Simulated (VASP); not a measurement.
# Ce (Fm-3m) in VASP: notebook

One crystal, Ce, is run at these levels: r2SCAN, PBE; tasks: single point.

Program: VASP 6.6.1. These are calculated values, not measurements. Logs are shortened: lines on timing, memory, paths and dates and some standing lists are left out, and cuts for length are marked.

**1. The crystal as given**

The structure is cubic, space group Fm-3m (No. 225). The conventional cell has a = 4.662 Å, b = 4.662 Å, c = 4.662 Å, α = 90.00°, β = 90.00°, γ = 90.00°. Around Ce (site symmetry m-3m) lie 12 Ce at 3.30 Å.

**2. Single point, r2SCAN, collinear spin, typed start**

Contents of POSCAR:

```
Ce
1.0
    0.0000000000      2.3311961868      2.3311961868
    2.3311961868      0.0000000000      2.3311961868
    2.3311961868      2.3311961868      0.0000000000
Ce
1
Direct
    0.0000000000      0.0000000000      0.0000000000
```

Contents of INCAR.step1:

```
SYSTEM = Ce
  PREC = Accurate
  ENCUT = 520
  ISMEAR = 0
  SIGMA = 0.05
  LREAL = .FALSE.
  LASPH = .TRUE.
  NELM = 150
  ISPIN = 2
  MAGMOM = 0.05
  LMAXMIX = 6
  NBANDS = 16
  GGA = PE
  ALGO = Normal
  EDIFF = 1E-4
  LWAVE = .TRUE.
  LCHARG = .FALSE.
```

Contents of INCAR.step2:

```
SYSTEM = Ce
  PREC = Accurate
  ENCUT = 520
  EDIFF = 1E-6
  ISMEAR = 0
  SIGMA = 0.05
  LREAL = .FALSE.
  LASPH = .TRUE.
  NELM = 150
  ALGO = Normal
  ISIF = 2
  LWAVE = .FALSE.
  LCHARG = .TRUE.
  ISPIN = 2
  MAGMOM = 0.05
  LORBIT = 11
  LMAXMIX = 6
  METAGGA = R2SCAN
  LMIXTAU = .TRUE.
  LELF = .TRUE.
  LVHAR = .TRUE.
  NBANDS = 16
  ISTART = 1
```

Contents of KPOINTS:

```
regular mesh
0
G
  16 16 16
  0 0 0
```

Potentials or basis: VASP PAW PBE potentials, release 64 (Ce).

Run with:

```bash
cat potpaw_PBE.64/Ce/POTCAR > POTCAR
cp INCAR.step1 INCAR
mpirun -np 1 vasp_std > vasp.out
cp INCAR.step2 INCAR
mpirun -np 1 vasp_std > vasp.out
```

OUTCAR:

```text
SYSTEM = Ce
   PREC = Accurate
   ENCUT = 520
   EDIFF = 1E-6
   ISMEAR = 0
   LREAL = .FALSE.
   LASPH = .TRUE.
   NELM = 150
   ISIF = 2
   ISPIN = 2
   LORBIT = 11
   METAGGA = R2SCAN
   ISTART = 1

 ion  position               nearest neighbor table
   1  0.000  0.000  0.000-

  LATTYP: Found a face centered cubic cell.
 ALAT       =     4.6623923736

  Lattice vectors:

 A1 = (   0.0000000000,   2.3311961868,   2.3311961868)
 A2 = (   2.3311961868,   0.0000000000,   2.3311961868)
 A3 = (   2.3311961868,   2.3311961868,   0.0000000000)

Analysis of symmetry for initial positions (statically):
=====================================================================
 Subroutine PRICEL returns:
 Original cell was already a primitive cell.

 Routine SETGRP: Setting up the symmetry group for a
 face centered cubic supercell.

 Subroutine GETGRP returns: Found 48 space group operations
 (whereof 48 operations were pure point group operations)
 out of a pool of 48 trial point group operations.

The static configuration has the point symmetry O_h .

Analysis of symmetry for dynamics (positions and initial velocities):
=====================================================================
 Subroutine PRICEL returns:
 Original cell was already a primitive cell.

 Routine SETGRP: Setting up the symmetry group for a
 face centered cubic supercell.

 Subroutine GETGRP returns: Found 48 space group operations
 (whereof 48 operations were pure point group operations)
 out of a pool of 48 trial point group operations.

The dynamic configuration has the point symmetry O_h .

Analysis of structural, dynamic, and magnetic symmetry:
=====================================================================
 Subroutine PRICEL returns:
 Original cell was already a primitive cell.

 Routine SETGRP: Setting up the symmetry group for a
 face centered cubic supercell.

 Subroutine GETGRP returns: Found 48 space group operations
 (whereof 48 operations were pure point group operations)
 out of a pool of 48 trial point group operations.

The overall configuration has the point symmetry O_h .

 Subroutine INISYM returns: Found 48 space group operations
 (whereof 48 operations are pure point group operations),
 and found     1 'primitive' translations

----------------------------------------------------------------------------------------

                                     Primitive cell

  volume of cell :      25.3377

  direct lattice vectors                    reciprocal lattice vectors
     0.000000000  2.331196187  2.331196187    -0.214482163  0.214482163  0.214482163
     2.331196187  0.000000000  2.331196187     0.214482163 -0.214482163  0.214482163
     2.331196187  2.331196187  0.000000000     0.214482163  0.214482163 -0.214482163

  length of vectors
     3.296809264  3.296809264  3.296809264     0.371494003  0.371494003  0.371494003

  position of ions in fractional coordinates (direct lattice)
     0.000000000  0.000000000  0.000000000

  ion indices of the primitive-cell ions
   primitive index   ion index
                 1           1

----------------------------------------------------------------------------------------

 KPOINTS: regular mesh

Automatic generation of k-mesh.
 Grid dimensions read from file:
 generate k-points for:   16   16   16

 Generating k-lattice:

  Cartesian coordinates                     Fractional coordinates (reciprocal lattice)
    -0.013405135  0.013405135  0.013405135     0.062500000  0.000000000  0.000000000
     0.013405135 -0.013405135  0.013405135     0.000000000  0.062500000  0.000000000
     0.013405135  0.013405135 -0.013405135     0.000000000  0.000000000  0.062500000

  Length of vectors
     0.023218375  0.023218375  0.023218375

  Shift w.r.t. Gamma in fractional coordinates (k-lattice)
     0.000000000  0.000000000  0.000000000

 Subroutine IBZKPT returns following result:
 ===========================================

 Found    145 irreducible k-points:

 Following reciprocal coordinates:
            Coordinates               Weight
  0.000000  0.000000  0.000000      1.000000
  0.062500  0.000000  0.000000      8.000000
  0.125000  0.000000  0.000000      8.000000
  0.187500  0.000000  0.000000      8.000000
  0.250000  0.000000  0.000000      8.000000
  0.312500  0.000000  0.000000      8.000000
[... 16 lines left out ...]
 -0.125000  0.062500  0.000000     24.000000
 -0.062500  0.062500  0.000000     12.000000
 [... further k-points ...]
   k-points           NKPTS =    145   k-points in BZ     NKDIM =    145   number of bands    NBANDS=     16
   number of dos      NEDOS =    301   number of ions     NIONS =      1
   total plane-waves  NPLWV =  21952
   dimension x,y,z NGX =    28 NGY =   28 NGZ =   28
   dimension x,y,z NGXF=    56 NGYF=   56 NGZF=   56
   ions per type =               1
   NGX,Y,Z   is equivalent  to a cutoff of  14.12, 14.12, 14.12 a.u.
   NGXF,Y,Z  is equivalent  to a cutoff of  28.24, 28.24, 28.24 a.u.
 SYSTEM =  Ce
   PREC   = accura    normal or accurate (medium, high low for compatibility)
   ISTART =      1    job   : 0-new  1-cont  2-samecut
   ICHARG =      0    charge: 1-file 2-atom 10-const
   ISPIN  =      2    spin polarized calculation?
   LNONCOLLINEAR =      F non collinear calculations
   LSORBIT =      F    spin-orbit coupling
   LASPH  =      T    aspherical Exc in radial PAW
   ENCUT  =  520.0 eV  38.22 Ry    6.18 a.u.   6.13  6.13  6.13*2*pi/ulx,y,z
   NELM   =    150;   NELMIN=  2; NELMDL=  0     # of ELM steps
   EDIFF  = 0.1E-05   stopping-criterion for ELM
   LREAL  =      F    real-space projection
   EDIFFG = 0.1E-04   stopping-criterion for IOM
   NSW    =      0    number of steps for IOM
   IBRION =     -1    ionic relax: 0-MD 1-quasi-New 2-CG
   NFREE  =      0    steps in history (QN), initial steepest desc. (CG)
   ISIF   =      2    stress and relaxation
   ISYM   =      2    0-nonsym 1-usesym 2-fastsym
   POTIM  = 0.5000    time-step for ionic-motion
   TEBEG  =    0.0;   TEEND  =   0.0 temperature during run
   PSTRESS=    0.0 pullay stress
   NELECT =      12.0000    total number of electrons
   NUPDOWN=      -1.0000    fix difference up-down
   EMIN   =  10.00;   EMAX   =-10.00  energy-range for DOS
   EFERMI =   0.00;   METHOD = LEGACY
   ISMEAR =     0;   SIGMA  =   0.05  broadening in eV -4-tet -1-fermi 0-gaus
   EFERMI_NEDOS =   21; number of points for ismear=-14 and -15
   IALGO  =     38    algorithm
   IMIX   =      4    mixing-type and parameters
     AMIX     =   0.40;   BMIX     =  1.00
     AMIX_MAG =   1.60;   BMIX_MAG =  1.00
  volume/ion in A,a.u.               =      25.34       170.99
  Fermi-wavevector in a.u.,A,eV,Ry     =   1.276085  2.411452 22.155646  1.628394
  Thomas-Fermi vector in A             =   2.408761
   LORBIT       =     11    0 simple, 1 ext, 2 COOP (PROOUT), +10 PAW based schemes
   METAGGA = R2SCAN    functional components
   LHFCALC =     F    Hartree Fock is set to
   AEXX    =    0.0000 exact exchange contribution
   IVDW    =     0    specifies the selected vdW correction
   LEPSILON=     F    determine dielectric tensor
   LRPA    =     F    only Hartree local field effects (RPA)
 spin polarized calculation
 Gauss-broadening in eV      SIGMA  =   0.05
  energy-cutoff  :      520.00
  volume of cell :       25.34
 maximum number of plane-waves:       701
 NGX is ok and might be reduce to    28
   NGX = 13   NGY = 13   NGZ = 13

 number of electron      12.0000000 magnetization       0.0000096

 number of electron      12.0000000 magnetization      -0.0000006

 Free energy of the ion-electron system (eV)
  ---------------------------------------------------
  ext. energy  EPLUGINS =         0.00000000
  ---------------------------------------------------
  free energy    TOTEN  =       -30.83260434 eV

  energy without entropy =      -30.83001062  energy(sigma->0) =      -30.83130748

 E-fermi :  10.1260     XC(G=0): -12.3653

 val. band max:       10.1219568499   @ k =  -0.2500   0.3750   0.1250
 cond. band min:      10.1348564498   @ k =  -0.2500   0.4375   0.1875
 fundamental gap:      0.0128995999
 Fermi energy:        10.1260123643

 spin component 1

 k-point     1 :       0.0000    0.0000    0.0000
  band No.  band energies     occupation
      1     -26.1220      1.00000
      2      -6.5678      1.00000
      3      -6.5678      1.00000
      4      -6.5678      1.00000
      5       7.2892      1.00000
      6       9.7181      1.00000
[... 8 lines left out ...]
     15      11.8674      0.00000
     16      15.5504      0.00000
[... 419 lines left out ...]
 k-point    24 :      -0.0625    0.0625    0.0000
  band No.  band energies     occupation
      1     -26.0610      1.00000
      2      -6.9291      1.00000
      3      -6.6692      1.00000
      4      -6.5846      1.00000
      5       7.7889      1.00000
      6       9.5721      1.00000
[... 8 lines left out ...]
     15      12.3892      0.00000
     16      15.1367      0.00000

 [... further k-points ...]

 spin component 2

 k-point     1 :       0.0000    0.0000    0.0000
  band No.  band energies     occupation
      1     -26.1220      1.00000
      2      -6.5678      1.00000
      3      -6.5678      1.00000
      4      -6.5678      1.00000
      5       7.2892      1.00000
      6       9.7181      1.00000
[... 8 lines left out ...]
     15      11.8674      0.00000
     16      15.5504      0.00000
[... 419 lines left out ...]
 k-point    24 :      -0.0625    0.0625    0.0000
  band No.  band energies     occupation
      1     -26.0610      1.00000
      2      -6.9291      1.00000
      3      -6.6692      1.00000
      4      -6.5846      1.00000
      5       7.7889      1.00000
      6       9.5721      1.00000
[... 8 lines left out ...]
     15      12.3892      0.00000
     16      15.1367      0.00000

 [... further k-points ...]

------------------------ aborting loop because EDIFF is reached ----------------------------------------

  FORCE on cell =-STRESS in cart. coord.  units (eV):
  Direction    XX          YY          ZZ          XY          YZ          ZX
  --------------------------------------------------------------------------------------
  -------------------------------------------------------------------------------------
  Total       -0.0413160     -0.0413160     -0.0413160     -0.0000000     -0.0000000      0.0000000
  in kB       -2.6125396     -2.6125396     -2.6125396     -0.0000000     -0.0000000      0.0000000
  external PRESSURE =      -2.6125396 kB  Pullay stress =       0.0000000 kB

 VOLUME and BASIS-vectors are now :
 -----------------------------------------------------------------------------
  energy-cutoff  :      520.00
  volume of cell :       25.34
      direct lattice vectors                 reciprocal lattice vectors
     0.000000000  2.331196187  2.331196187    -0.214482163  0.214482163  0.214482163
     2.331196187  0.000000000  2.331196187     0.214482163 -0.214482163  0.214482163
     2.331196187  2.331196187  0.000000000     0.214482163  0.214482163 -0.214482163

 POSITION                                       TOTAL-FORCE (eV/Angst)
 -----------------------------------------------------------------------------------
      0.00000      0.00000      0.00000         0.000000      0.000000      0.000000
 -----------------------------------------------------------------------------------
    total drift:                                0.000000     -0.000000      0.000000

  FREE ENERGIE OF THE ION-ELECTRON SYSTEM (eV)
  ---------------------------------------------------
  free  energy   TOTEN  =       -30.8326043368 eV

  energy  without entropy=      -30.8300106166  energy(sigma->0) =      -30.83130748

 total charge

# of ion       s       p       d       f       tot
--------------------------------------------------
    1        2.134   5.581   1.335   0.997  10.048

 magnetization (x)

# of ion       s       p       d       f       tot
--------------------------------------------------
    1        0.000   0.000   0.000  -0.000   0.000
```

Run time: 6 min. Hardware: 1 thread of Intel Xeon 6975P-C (Granite Rapids), shared host; peak memory 0.26 GiB.

What came out:

```yaml
Free_energy: -30.8326 eV
Pressure: -0.3 GPa
Band_gap_on_the_k_mesh: none (metal or under the smearing width)
Net_moment: 0.00 μB per cell
Valence_electrons_inside_the_program's_atomic_spheres: Ce 10.05
```

Caveat: the magnetic or orbital state may not be the lowest; the PAW data sets were made with another functional, which shifts forces and pressure a little; spin-orbit coupling is left out, which moves the levels of the heavy elements. The state reached can hang on the start; a lower one may exist.

(Part 1 of 2 ends here.)
